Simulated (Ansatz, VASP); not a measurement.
# ZrGe in two plane-wave programs, part 2 of 2

Aim: how closely do two programs agree when they are given the same cell, functional and k mesh? The cell is generated by rule, not measured, and may not be a known phase. The cell is taken from a series of runs on this material, whose earlier steps may have relaxed, scaled, displaced or heated it; both programs get it as it stands.

VASP 6.6.1 and Ansatz 0.2.0.

So far: Set-up; VASP: relaxation of cell and atoms, PBE, pair 1; Ansatz: relaxation of cell and atoms, PBE, pair 1; Differences.

### Step 5. VASP: relaxation of cell and atoms, PBE, pair 2

Level of this step: PBE; plane waves and PAW (Zr_sv, Ge_d); invented cell (VASP).

The relaxed volume is the usual yardstick between codes: in a stiff, nearly cubic crystal its relative difference is about their pressure difference at one cell divided by the bulk modulus.

INCAR

```
SYSTEM = ZrGe
PREC = Accurate
ENCUT = 500
EDIFF = 1E-07
NELM = 120
ISMEAR = 0
SIGMA = 0.1
LREAL = .FALSE.
ALGO = Normal
GGA = PE
NBANDS = 32
LASPH = .TRUE.
LORBIT = 11
LWAVE = .FALSE.
LCHARG = .FALSE.
ISIF = 3
IBRION = 2
NSW = 80
EDIFFG = -0.005
GGA_COMPAT = .FALSE.
NELMIN = 4
KPAR = 2
```

POSCAR

```
ZrGe
1.0
    4.6703700000      0.0000000000      0.0000000000
   -2.3351850000      4.0446590000      0.0000000000
    0.0000000000      0.0000000000      5.3830720000
Zr Ge
2 2
Direct
    0.3333332921      0.6666665843      0.9375371535
    0.6666667079      0.3333334157      0.4375371535
    0.3333332921      0.6666665843      0.4374628465
    0.6666667079      0.3333334157      0.9374626607
```

KPOINTS

```
Automatic mesh
0
Gamma
9 9 8
0 0 0
```

Potentials, in the order of the species: Zr_sv and Ge_d (PBE family, release 64).

Started as:

```bash
mpirun -np 2 vasp_std
```

Numbers of over 12 decimals in the logs are rounded to 6 here.

Output:

```text
[... set-up lines as in an earlier step ...]
 entering main loop
       N       E                     dE             d eps       ncg     rms          rms(c)
DAV:   1     0.602113646014E+03    0.60211E+03   -0.25822E+04  4696   0.332E+03
DAV:   2     0.654065939365E+02   -0.53671E+03   -0.52335E+03  3920   0.893E+02
DAV:   3    -0.217806914308E+02   -0.87187E+02   -0.86335E+02  5336   0.208E+02
DAV:   4    -0.296315076346E+02   -0.78508E+01   -0.78147E+01  6064   0.612E+01
[...]
DAV:  14    -0.275233048737E+02   -0.52614E-06   -0.70485E-07  4032   0.472E-03    0.146E-03
DAV:  15    -0.275233050524E+02   -0.17873E-06   -0.19693E-07  3552   0.434E-03    0.742E-04
DAV:  16    -0.275233051150E+02   -0.62570E-07   -0.40314E-08  3160   0.220E-03
   1 F= -.27523305E+02 E0= -.27521940E+02  d E =-.275233E+02
[... from here on, the cycles between the ionic steps are left out ...]
   2 F= -.27523562E+02 E0= -.27522179E+02  d E =-.256536E-03
   3 F= -.27523674E+02 E0= -.27522297E+02  d E =-.368398E-03
   4 F= -.27523673E+02 E0= -.27522297E+02  d E =-.368297E-03
   5 F= -.27523675E+02 E0= -.27522303E+02  d E =-.115231E-05
   6 F= -.27523677E+02 E0= -.27522303E+02  d E =-.395851E-05
[...]
reached required accuracy - stopping structural energy minimisation
```

From OUTCAR (step 5):

```text
  Total       -0.0044767     -0.0044767     -0.0008190      0.0000000      0.0000000      0.0000000
  in kB       -0.0703029     -0.0703029     -0.0128617      0.0000000      0.0000000      0.0000000
  external PRESSURE =      -0.0511558 kB  Pullay stress =       0.0000000 kB

 POSITION                                       TOTAL-FORCE (eV/Angst)
 -----------------------------------------------------------------------------------
     -0.00000      2.70114      5.04568        -0.000000      0.000000     -0.001005
      2.33926      1.35057      2.35469         0.000000     -0.000000     -0.001005
     -0.00000      2.70114      2.35456        -0.000000     -0.000000      0.001005
      2.33926      1.35057      5.04556         0.000000      0.000000      0.001005
 -----------------------------------------------------------------------------------
    total drift:                               -0.000001     -0.000801      0.000133

  FREE ENERGIE OF THE ION-ELECTRON SYSTEM (eV)
  ---------------------------------------------------
  free  energy   TOTEN  =       -27.5236773706 eV

  energy  without entropy=      -27.5209289632  energy(sigma->0) =      -27.52230317

[... 1 part as in an earlier step ...]

[... 3 further parts left out ...]
[key lines of the parts left out:]
E-fermi :   5.3845
```

### Step 6. Ansatz: relaxation of cell and atoms, PBE, pair 2

The same cell, functional, mesh and smearing now go to Ansatz, which takes its cutoff from its data sets.

The cell is taken from a series of runs on this material, whose earlier steps may have relaxed, scaled, displaced or heated it; both programs get it as it stands.

input.yaml

```yaml
crystal:
  lattice:
    - [4.6703698548, 0.0, 0.0]
    - [-2.3351849274, 4.0446589393, 0.0]
    - [0.0, 0.0, 5.3830718256]
  atoms:
    - { symbol: Zr, position: [0.3333333333, 0.6666666667, -0.06246278] }
    - { symbol: Zr, position: [0.6666666667, 0.3333333333, 0.43753722] }
    - { symbol: Ge, position: [0.3333333333, 0.6666666667, 0.43746278] }
    - { symbol: Ge, position: [0.6666666667, 0.3333333333, 0.93746278] }
kpoints:
  mp_grid: { grid: [9, 9, 8] }
hamiltonian:
  xc: pbe
scf:
  occupations: { method: gaussian, width: 0.1 }
output:
  forces: true
  stress: true
  eigenvalues: true
  write_density: true
  write_potential: true
  elf: true
  volumetric_format: npy
relax:
  adjacent_minimum: "off"
  f_tol: 0.005
  max_steps: 80
  cell: { stress_tol: 0.05 }
```

Started as:

```bash
ansatz run input.yaml --threads 4 --pin off --max-ram 7168MiB --backend cpu --events-out ev --progress --plain --runs-dir out
```

Output:

```text
[...]
Crystal: 4 atoms, lattice volume = 101.687 Å³
Basis set: ecut = 420 eV, 1991 PW (Γ), exchange–correlation on 64×64×72 points (8 copies of the dense FFT grid, shifted against one another)
Bands: 32, of which v1, the nominal top of the filled ones, is band 26 counted from 1 (25 counted from 0)
Symmetry: 12 space group operations
[...]
k-points: 60 of 648 (time reversal used)
[...]
--- Relaxed structure (3 steps of the walk, 3 accepted, 1 SCFs on fresh bases) ---
[...]
cell:  # Å, volume = 101.9830 Å³
    - [4.678301, 0.0, 0]
    - [-2.339150, 4.051527, 0]
    - [0, 0, 5.380477]
  atoms:
    - { symbol: Zr, position: [0.333333, 0.666667, -0.062499] }
    - { symbol: Zr, position: [0.666667, 0.333333, 0.437501] }
    - { symbol: Ge, position: [0.333333, 0.666667, 0.437499] }
    - { symbol: Ge, position: [0.666667, 0.333333, 0.937499] }
[key lines of the parts left out:]
SCF converged after 7 iterations
Free energy (F): -16959.091178 eV
Fermi energy:    9.252057 eV
P = ⅓ Tr σ = -0.0004 GPa (-0.004 kbar)
```

### Step 7. Differences

Compared:

| quantity | Ansatz | VASP | difference |
| --- | --- | --- | --- |
| volume (Å³) | 101.98 | 102.02 | -0.04 % |
| edge a after relaxation, in the typed setting (Å) | 4.678 | 4.678 | +0.00 % |
| edge c after relaxation, in the typed setting (Å) | 5.380 | 5.382 | -0.03 % |

### Step 8. VASP: relaxation of cell and atoms, PBE, pair 3

The relaxed volume is the usual yardstick between codes: in a stiff, nearly cubic crystal its relative difference is about their pressure difference at one cell divided by the bulk modulus.

INCAR: that of step 5 with these lines changed.

```diff
@@ -5,4 +5,4 @@
 NELM = 120
-ISMEAR = 0
-SIGMA = 0.1
+ISMEAR = 1
+SIGMA = 0.15
 LREAL = .FALSE.
```

POSCAR

```
ZrGe
1.0
    4.6783010000      0.0000000000      0.0000000000
   -2.3391500000      4.0515270000      0.0000000000
    0.0000000000      0.0000000000      5.3804770000
Zr Ge
2 2
Direct
    0.3333332621      0.6666666667      0.9374999652
    0.6666665242      0.3333333333      0.4375000581
    0.3333332621      0.6666666667      0.4375000581
    0.6666665242      0.3333333333      0.9374999652
```

KPOINTS

```
Automatic mesh
0
Gamma
10 10 8
0 0 0
```

The relaxed cell was symmetrised before this step.

Started as:

```bash
mpirun -np 2 vasp_std
```

Output:

```text
[... set-up lines as in an earlier step ...]
 entering main loop
       N       E                     dE             d eps       ncg     rms          rms(c)
DAV:   1     0.617606685256E+03    0.61761E+03   -0.25784E+04  5408   0.333E+03
DAV:   2     0.679668848220E+02   -0.54964E+03   -0.53640E+03  4576   0.904E+02
DAV:   3    -0.214248683013E+02   -0.89392E+02   -0.88295E+02  6200   0.211E+02
DAV:   4    -0.295969604078E+02   -0.81721E+01   -0.81324E+01  6984   0.624E+01
[...]
DAV:  14    -0.275226890656E+02   -0.56483E-06   -0.76082E-07  4376   0.492E-03    0.144E-03
DAV:  15    -0.275226892283E+02   -0.16269E-06   -0.14935E-07  3968   0.385E-03    0.652E-04
DAV:  16    -0.275226893000E+02   -0.71715E-07   -0.42625E-08  3624   0.196E-03
   1 F= -.27522689E+02 E0= -.27522822E+02  d E =-.275227E+02
[...]
N       E                     dE             d eps       ncg     rms          rms(c)
DAV:   1    -0.275236818625E+02   -0.99263E-03   -0.25837E-02  5184   0.148E+00    0.207E-01
[...]
DAV:   8    -0.275226857376E+02    0.38367E-07   -0.33180E-08  3184   0.153E-03
   2 F= -.27522686E+02 E0= -.27522822E+02  d E =0.356235E-05
 trial-energy change:    0.000004  1 .order    0.000004   -0.000094    0.000102
 step:   0.4829(harm=  0.4795)  dis= 0.00000  next Energy=   -27.522712 (dE=-0.227E-04)
[...]
N       E                     dE             d eps       ncg     rms          rms(c)
DAV:   1    -0.275229759328E+02   -0.29016E-03   -0.68993E-03  5120   0.764E-01    0.107E-01
DAV:   2    -0.275227799750E+02    0.19596E-03   -0.50230E-04  6312   0.213E-01    0.532E-02
DAV:   3    -0.275227074242E+02    0.72551E-04   -0.23589E-04  5968   0.123E-01    0.238E-02
DAV:   4    -0.275227094904E+02   -0.20663E-05   -0.31727E-05  6320   0.418E-02    0.123E-02
DAV:   5    -0.275227106519E+02   -0.11614E-05   -0.30210E-06  7040   0.120E-02    0.552E-03
DAV:   6    -0.275227120078E+02   -0.13559E-05   -0.97489E-07  5792   0.104E-02    0.113E-03
DAV:   7    -0.275227118052E+02    0.20252E-06   -0.88167E-08  3096   0.343E-03    0.250E-04
DAV:   8    -0.275227118229E+02   -0.17642E-07   -0.14330E-08  2944   0.108E-03
   3 F= -.27522712E+02 E0= -.27522846E+02  d E =-.225229E-04
[...]
reached required accuracy - stopping structural energy minimisation
```

From OUTCAR (step 8):

```text
  Total       -0.0040591     -0.0040591      0.0009660     -0.0000000     -0.0000000      0.0000000
  in kB       -0.0637375     -0.0637375      0.0151684     -0.0000000     -0.0000000      0.0000000
  external PRESSURE =      -0.0374356 kB  Pullay stress =       0.0000000 kB

 POSITION                                       TOTAL-FORCE (eV/Angst)
 -----------------------------------------------------------------------------------
      0.00000      2.70101      5.04679         0.000000     -0.000000     -0.000000
      2.33914      1.35050      2.35517        -0.000000      0.000000      0.000000
      0.00000      2.70101      2.35517        -0.000000      0.000000      0.000000
      2.33914      1.35050      5.04679        -0.000000     -0.000000     -0.000000
 -----------------------------------------------------------------------------------
    total drift:                                0.002231     -0.000044     -0.001018

  FREE ENERGIE OF THE ION-ELECTRON SYSTEM (eV)
  ---------------------------------------------------
  free  energy   TOTEN  =       -27.5227118229 eV

  energy  without entropy=      -27.5231146678  energy(sigma->0) =      -27.52284610

[... 1 part as in an earlier step ...]

[... 3 further parts left out ...]
[key lines of the parts left out:]
E-fermi :   5.3355
```

### Step 9. Ansatz: relaxation of cell and atoms, PBE, pair 3

The same cell, functional, mesh and smearing now go to Ansatz, which takes its cutoff from its data sets.

The cell is taken from a series of runs on this material, whose earlier steps may have relaxed, scaled, displaced or heated it; both programs get it as it stands.

input.yaml

```yaml
crystal:
  lattice:
    - [4.6783008842, 0.0, 0.0]
    - [-2.3391504421, 4.0515274123, 0.0]
    - [0.0, 0.0, 5.3804768488]
  atoms:
    - { symbol: Zr, position: [0.3333333333, 0.6666666667, -0.0624985271] }
    - { symbol: Zr, position: [0.6666666667, 0.3333333333, 0.4375014729] }
    - { symbol: Ge, position: [0.3333333333, 0.6666666667, 0.4374985271] }
    - { symbol: Ge, position: [0.6666666667, 0.3333333333, 0.9374985271] }
kpoints:
  mp_grid: { grid: [10, 10, 8] }
hamiltonian:
  xc: pbe
scf:
  occupations: { method: methfessel_paxton, width: 0.15 }
output:
  forces: true
  stress: true
  eigenvalues: true
relax:
  adjacent_minimum: "off"
  f_tol: 0.001
  max_steps: 60
  cell: { stress_tol: 0.01 }
```

Started as:

```bash
ansatz run input.yaml --threads 4 --pin off --max-ram 7168MiB --backend cpu --events-out ev --progress --plain --runs-dir out
```

Output:

```text
[...]
Crystal: 4 atoms, lattice volume = 101.983 Å³
Basis set: ecut = 420 eV, 1991 PW (Γ), exchange–correlation on 64×64×72 points (8 copies of the dense FFT grid, shifted against one another)
Bands: 32, of which v1, the nominal top of the filled ones, is band 26 counted from 1 (25 counted from 0)
Symmetry: 24 space group operations
[...]
--- Relaxed structure (3 steps of the walk, 3 accepted, 1 SCFs on fresh bases) ---
[...]
cell:  # Å, volume = 101.9937 Å³
    - [4.677977, 0.0, 0]
    - [-2.338989, 4.051247, 0]
    - [0, 0, 5.381786]
  atoms:
    - { symbol: Zr, position: [0.333333, 0.666667, -0.062500] }
    - { symbol: Zr, position: [0.666667, 0.333333, 0.437500] }
    - { symbol: Ge, position: [0.333333, 0.666667, 0.437500] }
    - { symbol: Ge, position: [0.666667, 0.333333, 0.937500] }
[key lines of the parts left out:]
SCF converged after 6 iterations
Free energy (F): -16959.090033 eV
Fermi energy:    9.202097 eV
P = ⅓ Tr σ = 0.0001 GPa (0.001 kbar)
```

### Step 10. Comparison

The two programs side by side:

| quantity | Ansatz | VASP | difference |
| --- | --- | --- | --- |
| volume (Å³) | 101.99 | 102.03 | -0.04 % |
| edge a after relaxation, in the typed setting (Å) | 4.678 | 4.678 | -0.01 % |
| edge c after relaxation, in the typed setting (Å) | 5.382 | 5.383 | -0.03 % |

### Step 11. What came out

| Property | Result |
| --- | --- |
| difference in volume (relaxation of cell and atoms, PBE, pair 1) | -0.25 % |
| difference in volume (relaxation of cell and atoms, PBE, pair 2) | -0.038 % |
| difference in volume (relaxation of cell and atoms, PBE, pair 3) | -0.040 % |

In words: The difference in volume is -0.25 % (relaxation of cell and atoms, PBE, pair 1), within the 1.2 % picked in this series as the mark of a large difference, as far as the stopping tolerances let one tell. Such differences can come from data sets, numerical settings and the points named under the comparisons, not from the functional's error against experiment.

[Lines on the potential files, build, host, timing and source positions are cut from VASP's logs without a mark.]

[Logs are printed without paths, hosts, clocks, repeated set-up lines and the standing remarks that a program may print on its own settings, such as how far it seeks lower states.]

[Hosts, paths, dates, database ids (printed as entryN), source tags and the programs' standing remarks are cut or masked in the printed files.]
